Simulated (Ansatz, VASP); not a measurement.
## HfO2 in VASP and in Ansatz

INCAR

```
SYSTEM = HfO2
PREC = Accurate
ENCUT = 520
EDIFF = 1E-6
ISMEAR = 0
SIGMA = 0.01
LREAL = .FALSE.
LASPH = .TRUE.
NELM = 80
ALGO = Normal
ISIF = 2
LWAVE = .FALSE.
LCHARG = .FALSE.
GGA = PE
NBANDS = 18
```

Contents of KPOINTS:

```
regular mesh
0
G
  6 6 6
  0 0 0
```

File POSCAR:

```
HfO2
1.0
    0.0000000000      2.5575000000      2.5575000000
    2.5575000000      0.0000000000      2.5575000000
    2.5575000000      2.5575000000      0.0000000000
Hf O
1 2
Direct
    0.0000000000      0.0000000000      0.0000000000
    0.2500000000      0.2500000000      0.2500000000
    0.7500000000      0.7500000000      0.7500000000
```

Input for Ansatz:

```yaml
crystal:
  lattice:
    - [0.0, 2.5575, 2.5575]
    - [2.5575, 0.0, 2.5575]
    - [2.5575, 2.5575, 0.0]
  atoms:
    - { symbol: Hf, position: [0.0, 0.0, 0.0] }
    - { symbol: O, position: [0.25, 0.25, 0.25] }
    - { symbol: O, position: [0.75, 0.75, 0.75] }
basis:
  ecutwfc: 420.0
kpoints:
  mp_grid:
    grid: [6, 6, 6]
hamiltonian:
  xc: pbe
scf:
  occupations:
    method: fixed
output:
  eigenvalues: true
```

Measurements of this composition are mostly on another form, of space group No. 14.

Alike in both runs: task single point; functional PBE; k mesh 6 × 6 × 6; no spin polarisation.

|  | VASP | Ansatz |
| --- | --- | --- |
| version | VASP 6.6.1 | Ansatz 0.2.0 |
| potentials or method | VASP PAW PBE potentials, release 64 (Hf_pv, O) | plane waves, PAW |
| plane-wave cutoff (eV) | 520 | 420 |
| occupations | gaussian, width 0.01 eV | fixed |
| valence electrons in the cell | 22 | 38 |

```tsv
	VASP	Ansatz	Ansatz less VASP
gap on the k mesh at the Fermi level (eV)	3.73	3.72	-0.009
```

The two sets of potentials don't hold the same shells in valence.

Caveats: spin-orbit coupling is left out, which moves the levels of the heavy elements. A k mesh can miss the band edges. As with any semilocal functional, this PBE gap is likely too small.
